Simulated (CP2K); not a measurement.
Runs of CP2K 2026.2 on Sn. Symmetry: I4/mmm, No. 139, tetragonal system. Conventional cell: a = 4.058 Å, b = 4.058 Å, c = 3.322 Å, α = 90.00°, β = 90.00°, γ = 90.00°. Sn (site symmetry 4/mmm) is surrounded by 10 Sn at 3.32 Å. This isn't the form of Sn at room conditions, which is tetragonal (white tin).

```tsv
task	level	potentials or basis	cell	k mesh	smearing	EPS_DEFAULT	NGRIDS	EXTRAPOLATION	basis sets	potentials	gap on the mesh (eV)	pressure (GPa)	relaxed volume (Å³/atom)
relaxation of cell and atoms	LDA	GTH_POTENTIALS Sn GTH-PADE-q4; TZVP-MOLOPT-PBE-GTH basis	relaxed	8 × 8 × 8	fermi-dirac 0.1 eV	1.0E-10	4	USE_PREV_P	Sn TZVP-MOLOPT-PBE-GTH-q4	Sn GTH-PADE-q4 of GTH_POTENTIALS	none	0.0	25.64
band structure	r2SCAN	POTENTIAL_UZH Sn GTH-SCAN-q4; TZVP-MOLOPT-SCAN-GTH basis	as given	10 × 10 × 10	fermi-dirac 0.05 eV	1.0E-10	4	-	Sn TZVP-MOLOPT-SCAN-GTH-q4	Sn GTH-SCAN-q4 of POTENTIAL_UZH	none	-3.9	-
band structure	LDA	GTH_POTENTIALS Sn GTH-PADE-q4; TZVP-MOLOPT-PBE-GTH basis	as given	10 × 10 × 10	fermi-dirac 0.05 eV	1.0E-9	5	-	Sn TZVP-MOLOPT-PBE-GTH-q4	Sn GTH-PADE-q4 of GTH_POTENTIALS	none	-3.1	-
relaxation of cell and atoms	LDA	GTH_POTENTIALS Sn GTH-PADE-q4; TZVP-MOLOPT-PBE-GTH basis	relaxed	8 × 8 × 8	fermi-dirac 0.01 eV	1.0E-9	4	USE_PREV_P	Sn TZVP-MOLOPT-PBE-GTH-q4	Sn GTH-PADE-q4 of GTH_POTENTIALS	none	0.0	(a)
```

Alike in all rows: no spin polarisation.

**Question.** Estimate the missing entries.

**Answer.** (a) 25.63.

Caveats: the basis of atomic orbitals isn't converged, which shifts pressures, moduli and gaps.

A k mesh can miss the band edges, and the runs leave out spin-orbit coupling on Sn.

A gap of «none» marks a metal or a gap under the smearing width.

Not every run made on this cell is shown here.
